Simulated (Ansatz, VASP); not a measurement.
## One calculation of SiGe, two programs

```
CELL_PARAMETERS angstrom
3.79947 0.00000 0.00000
-1.89974 3.29044 0.00000
0.00000 0.00000 6.27903
ATOMIC_POSITIONS crystal
Si 0.66667 0.33333 0.87450
Si 0.33333 0.66667 0.37450
Ge 0.66667 0.33333 0.51613
Ge 0.33333 0.66667 0.01613
```

Alike in both runs: task single point; functional LDA; k mesh 12 × 12 × 6; occupations gaussian, width 0.03 eV; no spin polarisation.

|  | VASP | Ansatz |
| --- | --- | --- |
| version | VASP 6.6.1 | Ansatz 0.2.0 |
| potentials or method | VASP PAW LDA potentials, release 64 (Si, Ge_d) | scalar-relativistic, plane waves, PAW |
| plane-wave cutoff (eV) | 520 | 420 |
| valence electrons in the cell | 36 | 36 |

|  | VASP | Ansatz | Ansatz less VASP |
| --- | --- | --- | --- |
| gap on the k mesh at the Fermi level (eV) | none | none | - |
| pressure (GPa) | 5.6 | 5.5 | -0.10 |
| largest component of the traceless stress (GPa) | 5.88 | 5.87 | -0.016 |
| rms of the force components (eV/Å) | 0.888 | 0.888 | -0.0003 |

Atom by atom the forces differ by 0.000 eV/Å (rms over components). A gap of «none» marks a metal or a gap that the smearing closes. Ansatz warned: «pseudo_functional_mismatch».

Caveats: forces of over 1 eV/Å show positions far from the minimum, so gaps and moduli don't describe the material at rest.
